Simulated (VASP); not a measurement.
A run of VASP 6.6.1:

POSCAR

```
BAs
1.0
    0.0000000000      2.3885000000      2.3885000000
    2.3885000000      0.0000000000      2.3885000000
    2.3885000000      2.3885000000      0.0000000000
As B
1 1
Direct
    0.7500000000      0.7500000000      0.7500000000
    0.0000000000      0.0000000000      0.0000000000
```

The input INCAR.step1:

```
ALGO = Normal ; EDIFF = 1E-6
ENCUT = 520 ; GGA = CA
ISIF = 2 ; ISMEAR = -1
LASPH = T ; LCHARG = T
LREAL = F ; LWAVE = F
NBANDS = 11 ; NELM = 60
PREC = Accurate ; SIGMA = 0.05
```

Contents of KPOINTS.step1:

```
k-points
0
Gamma
  10 10 10
```

Contents of INCAR.step2:

```
ALGO = Normal ; EDIFF = 1E-6
ENCUT = 520 ; GGA = CA
ICHARG = 11 ; ISIF = 2
ISMEAR = 0 ; LASPH = T
LCHARG = F ; LREAL = F
LWAVE = F ; NBANDS = 11
NELM = 60 ; PREC = Accurate
SIGMA = 0.05
```

The input KPOINTS.step2:

```
path GXWKGLUWLK,UX
10
line-mode
reciprocal
 0.0000000000  0.0000000000  0.0000000000  G
 0.5000000000  0.0000000000  0.5000000000  X

 0.5000000000  0.0000000000  0.5000000000  X
 0.5000000000  0.2500000000  0.7500000000  W

 0.5000000000  0.2500000000  0.7500000000  W
 0.3750000000  0.3750000000  0.7500000000  K

 0.3750000000  0.3750000000  0.7500000000  K
 0.0000000000  0.0000000000  0.0000000000  G

 0.0000000000  0.0000000000  0.0000000000  G
 0.5000000000  0.5000000000  0.5000000000  L

 0.5000000000  0.5000000000  0.5000000000  L
 0.6250000000  0.2500000000  0.6250000000  U

 0.6250000000  0.2500000000  0.6250000000  U
 0.5000000000  0.2500000000  0.7500000000  W

 0.5000000000  0.2500000000  0.7500000000  W
 0.5000000000  0.5000000000  0.5000000000  L

 0.5000000000  0.5000000000  0.5000000000  L
 0.3750000000  0.3750000000  0.7500000000  K

 0.6250000000  0.2500000000  0.6250000000  U
 0.5000000000  0.0000000000  0.5000000000  X
```

Potentials or basis: VASP PAW LDA potentials, release 64 (As, B).

Command:

```sh
$ cat potpaw_LDA.64/As/POTCAR potpaw_LDA.64/B/POTCAR > POTCAR
$ cp INCAR.step1 INCAR
$ cp KPOINTS.step1 KPOINTS
$ mpirun -np 1 vasp_std > vasp.out
$ cp INCAR.step2 INCAR
$ cp KPOINTS.step2 KPOINTS
$ mpirun -np 1 vasp_std > vasp.out
```

Hardware: 1 thread of Intel(R) Xeon(R) Platinum 8488C (Sapphire Rapids), on a shared host.

Estimate the wall time of this run.

It took 23 s on 1 thread of Intel(R) Xeon(R) Platinum 8488C (Sapphire Rapids), with other jobs on the host, peak memory 0.15 GiB. Counts: scf iterations 6, k points 100.
